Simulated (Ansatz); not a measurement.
**LiI in the rock salt structure (space group Fm-3m, No. 225)**

Space group Fm-3m (No. 225); a = 6.019 Å, b = 6.019 Å, c = 6.019 Å, α = 90.00°, β = 90.00°, γ = 90.00°

```json
[
 {"atom": "I", "site": "4a", "symmetry": "m-3m", "x": "0.0000", "y": "0.0000", "z": "0.0000"},
 {"atom": "Li", "site": "4b", "symmetry": "m-3m", "x": "0.5000", "y": "0.5000", "z": "0.5000"}
]
```
(The calculation used a cell of 2 atoms; values per cell refer to that cell.)

Computed with PBE/PAW in Ansatz (a quantum-chemistry and plane-wave program), without spin-orbit coupling. Settings: 10×10×10 k-points, 0.05 eV Fermi–Dirac smearing.

The volume per atom is 27.26 Å³ and the density is 4.08 g/cm³. The band gap is 4.25 eV, indirect, K–Γ (79 % along) → Γ, the electron mass is 0.29 mₑ and the lowest conduction-band minima above the VBM is Γ 4.25 eV; X along ⟨100⟩ 4.36 eV; L along ⟨111⟩ 4.59 eV. The total energy is -3860.000 eV/atom (σ→0; compares only within this code and set-up).

With I present, leaving out spin-orbit coupling can change the band edges. Masses are band curvatures over ±0.01 Å⁻¹ around the edge. No phonon test of stability was made.
